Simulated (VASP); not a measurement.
# Te2Mo in VASP: notebook, part 2 of 2

VASP 6.6.1. The steps go on from the part before.

## (4) Single point, PBE

Input file INCAR:

```
PREC = Accurate
ENCUT = 520
EDIFF = 1E-6
ISMEAR = 0
SIGMA = 0.011
LREAL = False
LASPH = True
NELM = 100
ALGO = Fast
ISIF = 2
LWAVE = False
LCHARG = False
GGA = PE
```

Input file KPOINTS:

```
regular mesh
0
Gamma
  4 8 1
```

Input file POSCAR:

```
Te2Mo
1.0
    6.3616090156      0.0000000000      0.0000000000
    0.0000000000      3.4804030600      0.0000000000
   -0.0857412231      0.0000000000     36.1758904685
Te Mo
4 2
Direct
    0.4292511000      0.7500000000      0.5407035800
    0.5707489000      0.2500000000      0.4592964200
    0.9208478700      0.2500000000      0.5565273200
    0.0791521300      0.7500000000      0.4434726800
    0.1813475600      0.2500000000      0.4974653700
    0.8186524400      0.7500000000      0.5025346300
```

Potentials or basis: VASP PAW PBE potentials, release 64 (Te, Mo_sv).

Launch:

```sh
> cat potpaw_PBE.64/Te/POTCAR potpaw_PBE.64/Mo_sv/POTCAR > POTCAR
> mpirun -np 1 vasp_std > vasp.out
```

OUTCAR:

```text
PREC = Accurate
   ENCUT = 520
   EDIFF = 1E-6
   ISMEAR = 0
   LREAL = False
   LASPH = True
   NELM = 100
   ISIF = 2
   GGA = PE

 ion  position               nearest neighbor table
   1  0.429  0.750  0.541-   5 2.82   5 2.82   6 2.84   2 3.54   2 3.54   3 3.62   3 3.62
   2  0.571  0.250  0.459-   6 2.82   6 2.82   5 2.84   1 3.54   1 3.54   4 3.62   4 3.62
   3  0.921  0.250  0.557-   6 2.69   6 2.69   5 2.71   1 3.62   1 3.62
   4  0.079  0.750  0.443-   5 2.69   5 2.69   6 2.71   2 3.62   2 3.62
   5  0.181  0.250  0.497-   4 2.69   4 2.69   3 2.71   1 2.82   1 2.82   2 2.84   6 2.90   6 2.90

[... 714 lines left out ...]
  Total        0.5805375      0.1058897      1.2624067      0.0000000      0.0000000      0.0566076
  in kB        1.1612485      0.2118110      2.5251905      0.0000000      0.0000000      0.1132320
  external PRESSURE =       1.2994167 kB  Pullay stress =       0.0000000 kB

 VOLUME and BASIS-vectors are now :
 -----------------------------------------------------------------------------
  energy-cutoff  :      520.00
  volume of cell :      800.97
      direct lattice vectors                 reciprocal lattice vectors
     6.361609016  0.000000000  0.000000000     0.157192936  0.000000000  0.000372566
     0.000000000  3.480403060  0.000000000     0.000000000  0.287323044  0.000000000
    -0.085741223  0.000000000 36.175890469     0.000000000  0.000000000  0.027642720

 POSITION                                       TOTAL-FORCE (eV/Angst)
 -----------------------------------------------------------------------------------
      2.68437      2.61030     19.56043         0.045939     -0.000000      0.076778
      3.59150      0.87010     16.61546        -0.045939      0.000000     -0.076778
      5.81036      0.87010     20.13287        -0.016165     -0.000000      0.259720
      0.46551      2.61030     16.04302         0.016165     -0.000000     -0.259720
      1.11101      0.87010     17.99625         0.068487     -0.000000      0.019812
      5.16486      2.61030     18.17964        -0.068487     -0.000000     -0.019812
 -----------------------------------------------------------------------------------
    total drift:                                0.000000     -0.000000     -0.000000

  FREE ENERGIE OF THE ION-ELECTRON SYSTEM (eV)
  ---------------------------------------------------
  free  energy   TOTEN  =       -35.9587342615 eV

  energy  without entropy=      -35.9583463811  energy(sigma->0) =      -35.95854032
```

OSZICAR:

```text
N       E                     dE             d eps       ncg     rms          rms(c)
DAV:   1     0.428976133803E+03    0.42898E+03   -0.21797E+04  1218   0.119E+03
DAV:   2     0.852516916321E+01   -0.42045E+03   -0.41493E+03  1372   0.254E+02
DAV:   3    -0.351892044435E+02   -0.43714E+02   -0.43139E+02  1141   0.779E+01
DAV:   4    -0.372528804215E+02   -0.20637E+01   -0.20428E+01  1337   0.163E+01
[... 14 lines left out ...]
RMM:  19    -0.359586766150E+02   -0.34865E-04   -0.19175E-06   730   0.423E-03    0.152E-03
RMM:  20    -0.359587149565E+02   -0.38341E-04   -0.10294E-06   568   0.293E-03    0.149E-03
RMM:  21    -0.359587253886E+02   -0.10432E-04   -0.76308E-07   511   0.224E-03    0.143E-03
RMM:  22    -0.359587332670E+02   -0.78784E-05   -0.30489E-07   463   0.183E-03    0.477E-04
RMM:  23    -0.359587342615E+02   -0.99445E-06   -0.76303E-08   341   0.131E-03
   1 F= -.35958734E+02 E0= -.35958540E+02  d E =-.387880E-03
```

Run time: 15 min. Hardware: 1 thread of AMD EPYC 7R43 (Zen 3), shared host; peak memory 0.88 GiB.

Results:

```
Free energy            : -35.9587 eV
Largest force          : 0.260 eV/Å
Band gap on the k mesh : none (metal or under the smearing width)
```

Forces on the atoms (eV/Å):
```
Te   0.046  0.000  0.077
Te  -0.046  0.000 -0.077
Te  -0.016  0.000  0.260
Te   0.016  0.000 -0.260
Mo   0.068  0.000  0.020
Mo  -0.068  0.000 -0.020
```

Levels at points of the mesh, in eV from the Fermi level:
```csv
k point,band 24,band 25,band 26,band 27,band 28,band 29
"(0.00, 0.00, 0.00)",-0.59,-0.30,0.17,0.65,1.07,1.72
"(0.50, 0.00, 0.00)",-0.80,-0.78,-0.66,0.11,1.08,1.47
"(0.00, 0.50, 0.00)",-1.59,-1.39,-1.39,1.18,1.18,1.45
"(0.50, 0.50, 0.00)",-1.71,-0.84,-0.84,1.10,1.10,1.90
```

The run has no spin-orbit coupling, so splittings on Te are missing.

## (5) For comparison

An earlier run on the cell as given: functional PBEsol; potentials or basis VASP PAW PBE potentials, release 64 (Te, Mo_sv); cutoff 520 eV; k mesh 4 × 8 × 1; occupations fermi-dirac, width 0.05 eV; no spin polarisation.

* Largest force: 0.228 eV/Å
* Band gap on the k mesh: none (metal or under the smearing width)

## (6) The runs side by side

| task | level | potentials or basis | cell | cutoff (eV) | smearing | ladder | gap on the mesh (eV) | relaxed volume (Å³/atom) | largest force (eV/Å) |
| --- | --- | --- | --- | --- | --- | --- | --- | --- | --- |
| relaxation of cell and atoms | PBE | VASP PAW PBE potentials, release 64 (Te, Mo) | relaxed | 580 | fermi-dirac 0.05 eV | - | none | 133.30 | 0.01 |
| relaxation of cell and atoms | PBE | VASP PAW PBE potentials, release 64 (Te, Mo_pv) | relaxed | 600 | fermi-dirac 0.05 eV | - | none | 133.80 | 0.02 |
| single point | PBE | VASP PAW PBE potentials, release 64 (Te, Mo_sv) | as given | 520 | gaussian 0.011 eV | - | none | - | 0.26 |
| single point | PBEsol | VASP PAW PBE potentials, release 64 (Te, Mo_sv) | as given | 520 | fermi-dirac 0.05 eV | free | none | - | 0.23 |

Alike in all rows: no spin polarisation; k mesh 4 × 8 × 1.

Caveats: without dispersion, layers of such crystals drift apart on relaxing, which shifts levels and gaps (some runs); volumes and pressures include the vacuum (some runs); the PAW data sets were made with another functional, which shifts forces and pressure a little (some runs).

Total energies depend on the potentials used, so only differences within one code and one set of settings carry meaning.
